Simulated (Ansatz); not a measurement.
The system is BP.

```xyz
2
Lattice="0.0000 2.2690 2.2690 2.2690 0.0000 2.2690 2.2690 2.2690 0.0000" Properties=species:S:1:pos:R:3 pbc="T T T"
P     3.4035    3.4035    3.4035
B     0.0000    0.0000    0.0000
```

Program: Ansatz 0.2.0. Alike in all runs: potentials or basis Ansatz PAW; no spin polarisation; cell as given. Hardware: 2 threads of Intel(R) Xeon(R) Processor @ 2.70GHz, on a shared host.

Task: Order these runs on this cell by their wall time, lowest first.
A. task density of states; level PBEsol; k mesh 10 × 10 × 10; cutoff (eV) 420; smearing gaussian 0.05 eV; mesh quality not flagged
B. task Born charges and dielectric tensor; level PBEsol; k mesh 10 × 10 × 10; cutoff (eV) 420; smearing fixed; mesh quality not flagged
C. task band structure; level r2SCAN0; k mesh 5 × 5 × 5; cutoff (eV) 500; smearing fermi-dirac 0.05 eV; points for each segment of the path 4; mesh quality coarse
D. task single point; level LDA; k mesh 10 × 10 × 10; cutoff (eV) 420; smearing gaussian 0.05 eV; mesh quality not flagged

Result: D (0.94 s), A (2.2 s), B (14 s), C (78 s).

Caveats: some runs use coarse meshes.
